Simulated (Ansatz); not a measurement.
Rows from a G0W0 calculation on SiC (P6_3mc) (Ansatz 0.2.0; G0W0 on PBE, plane waves, PAW; PAW set soft_1; 6×6×2 mesh, 344 empty bands, screening to 150 eV, PAW set soft_1 files), in eV. Spin-orbit coupling is left out.

```
row      Σx     Σc     Vxc     Z
  A   -8.97  -4.98  -14.47  0.80
  B  -18.36   1.98  -15.78  0.79
  C   -9.15  -4.85  -14.50  0.80
  D   -7.35  -4.21  -11.82  0.82
  E   -7.44  -4.11  -11.80  0.81
  F  -18.64   2.32  -15.63  0.78
```

Q: Which rows are filled states and which are empty ones, and how can one tell?

Filled: B and F. Empty: A, C, D and E. The sign of Σc tells: for a filled state bare exchange, which holds its interaction with itself, lies below Vxc (Σx − Vxc is -2.6 eV or lower here) and screening gives part back as a positive Σc. For an empty state Σx lies above Vxc (+4.4 eV or more) and the Coulomb hole leaves Σc negative.

[Paths, hosts, dates, memory and timing lines, banners, echoed tables and standing remarks are left out of the program output.]

[Logs are printed without paths, hosts, clocks, repeated set-up lines and the standing remarks that a program may print on its own settings, such as how far it seeks lower states.]

[Runs of the session that timed out or met a known fault of the program may be left out.]

[Cells called generated may have been cut or substituted from an entry of the Crystallography Open Database or the Materials Project.]

[Hosts, paths, dates, database ids (printed as entryN), source tags and the programs' standing remarks are cut or masked in the printed files.]
